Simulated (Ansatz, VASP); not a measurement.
## Two plane-wave programs on SnSe

Contents of INCAR:

```
PREC     = Accurate       # precision mode
ENCUT    = 600            # plane-wave cutoff, eV
EDIFF    = 1E-7           # SCF threshold, eV
ISMEAR   = 0              # smearing method
SIGMA    = 0.01           # smearing width, eV
LREAL    = F              # projectors in reciprocal space
LASPH    = T              # aspherical terms in the spheres
NELM     = 60             # most SCF steps
ALGO     = Normal         # electronic algorithm
ISIF     = 3              # what is computed and relaxed
LWAVE    = F              # write WAVECAR
LCHARG   = F              # write CHGCAR
GGA      = PE             # functional
IVDW     = 12             # dispersion correction
IBRION   = 2              # ionic algorithm
NSW      = 80             # ionic steps
EDIFFG   = -0.001         # ionic threshold
```

File KPOINTS:

```
regular mesh
0
Gamma
  10 10 10
```

The input POSCAR:

```
SnSe
1.0
    0.0000000000      2.9887688240      2.9887688240
    2.9887688240      0.0000000000      2.9887688240
    2.9887688240      2.9887688240      0.0000000000
Sn Se
1 1
Direct
    0.0000000000      0.0000000000      0.0000000000
    0.5000000000      0.5000000000      0.5000000000
```

Input for Ansatz:

```yaml
crystal:
  lattice:
    - [0.0, 2.9887688371, 2.9887688371]
    - [2.9887688371, 0.0, 2.9887688371]
    - [2.9887688371, 2.9887688371, 0.0]
  atoms:
    - { symbol: Sn, position: [0.0, 0.0, 0.0] }
    - { symbol: Se, position: [0.5, 0.5, 0.5] }
basis:
  ecutwfc: 420
kpoints:
  mp_grid: { grid: [10, 10, 10] }
hamiltonian:
  xc: pbe
  dispersion: d3bj
scf:
  occupations: { method: fixed }
output:
  forces: true
  stress: true
  eigenvalues: true
relax:
  adjacent_minimum: "off"
  f_tol: 0.001
  max_steps: 60
  cell: { stress_tol: 0.01 }
```

Alike in both runs: task relaxation of cell and atoms; functional PBE; dispersion D3(BJ); k mesh 10 × 10 × 10; no spin polarisation.

|  | VASP | Ansatz |
| --- | --- | --- |
| version | VASP 6.6.1 | Ansatz 0.2.0 |
| potentials or method | VASP PAW PBE potentials, release 64 (Sn_d, Se) | scalar-relativistic, plane waves, PAW |
| plane-wave cutoff (eV) | 600 | 420 |
| occupations | gaussian, width 0.01 eV | fixed |
| valence electrons in the cell | 20 | 30 |

|  | VASP | Ansatz | Ansatz less VASP |
| --- | --- | --- | --- |
| gap on the k mesh at the Fermi level, each at its own relaxed structure (eV) | 0.52 | 0.52 | 0.000 |
| relaxed volume (Å³/atom) | 26.70 | 26.68 | -0.019 |
| relaxed cell length with the largest relative difference (Å) | 4.227 | 4.226 | -0.0010 |

The two sets of potentials don't hold the same shells in valence. Ansatz warned: «relaxed_geometry_near_dispersion_switch».

Caveats: spin-orbit coupling is left out, which moves the levels of the heavy elements. A k mesh can miss the band edges.
